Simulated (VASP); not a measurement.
Here is a VASP 6.6.1 calculation.

The input INCAR:

```
PREC = Accurate
ENCUT = 600
EDIFF = 1E-7
ISMEAR = 1
SIGMA = 0.1
LREAL = F
LASPH = T
NELM = 80
ALGO = Normal
ISIF = 3
LWAVE = F
LCHARG = F
GGA = PE
IVDW = 12
IBRION = 2
NSW = 90
EDIFFG = -0.005
```

KPOINTS

```
regular mesh
0
Gamma
  16 16 16
```

File POSCAR:

```
Ir                                      
1.0
    0.0000000000      1.9219607550      1.9219607550
    1.9219607550      0.0000000000      1.9219607550
    1.9219607550      1.9219607550      0.0000000000
  Ir            
     1
Direct
     0.0000000000000000    0.0000000000000000    0.0000000000000000
```

Potentials or basis: VASP PAW PBE potentials, release 64 (Ir).

Launch:

```bash
$ cat potpaw_PBE.64/Ir/POTCAR > POTCAR
$ mpirun -np 1 vasp_std > vasp.out
```

Task: Estimate the band gap on the k mesh.

Result: None (metal or under the smearing width).

Task: Predict the dispersion energy per atom.

Result: -0.732 eV.

Final structure:
```
Ir
1.0
     0.00000    1.92196    1.92196
     1.92196    0.00000    1.92196
     1.92196    1.92196    0.00000
Ir
1
Direct
  0.00000 0.00000 0.00000
```

Caveat: the relaxation stopped at its first step, so nothing moved. Spin-orbit coupling is left out, which matters for the levels of Ir.
